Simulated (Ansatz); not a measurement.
The system is BaTiO3.

```xyz
10
Lattice="2.8277 -4.8977 0.0000 5.6553 0.0000 0.0000 2.8277 -1.6326 4.6355" Properties=species:S:1:pos:R:3 pbc="T T T"
Ba   10.8219   -6.0849    4.5142
Ba    6.3212   -3.3977    1.6175
Ti    8.6164   -5.4670    3.6268
Ti    2.7140   -1.6689    1.6036
O     5.6050   -2.0669    4.3690
O     2.8624   -3.1692    1.6723
O     4.0835   -3.1010    0.0907
O     4.2978   -5.1345    2.6004
O     7.1689   -2.5577    0.2453
O     6.8900   -4.9010    2.5414
```

Base run:

| Property | Result |
| --- | --- |
| Program | Ansatz 0.2.0 |
| Functional | PBEsol |
| Potentials or basis | Ansatz PAW |
| Cutoff | 420 eV (not typed: the program's choice for these potentials) |
| k mesh | 6 × 6 × 6 |
| Occupations | fermi-dirac, width 0.05 eV |
| Spin | no spin polarisation |

Its results: band gap on the k mesh 0.37 eV, indirect (least direct gap 0.44 eV); pressure 58.2 GPa; largest force 19.669 eV/Å.

Task: The run is repeated on the same cell with these changes: functional from PBEsol to PBE; k mesh from 6 × 6 × 6 to 3 × 3 × 3. What comes out?

Result: Band gap on the k mesh 0.50 eV, indirect (least direct gap 0.52 eV); pressure 64.7 GPa; largest force 20.277 eV/Å.

Several settings changed at once, so the effect can't be laid on one alone.

Caveats: some runs use coarse meshes; a pressure of tens of GPa on the cell as given is suspect, and the run, the potentials or the cell itself is likely at fault; spin-orbit coupling is left out, which moves the levels of the heavy elements; forces of over 1 eV/Å show positions far from the minimum, so gaps and moduli don't describe the material at rest; the PAW data sets come from PBE, with cores solved anew for the run's functional, which leaves a small shift of forces and pressure (some runs); odd divisions of the mesh miss points on the zone boundary, where band edges often lie, so the gap on the mesh can be too wide (some runs).
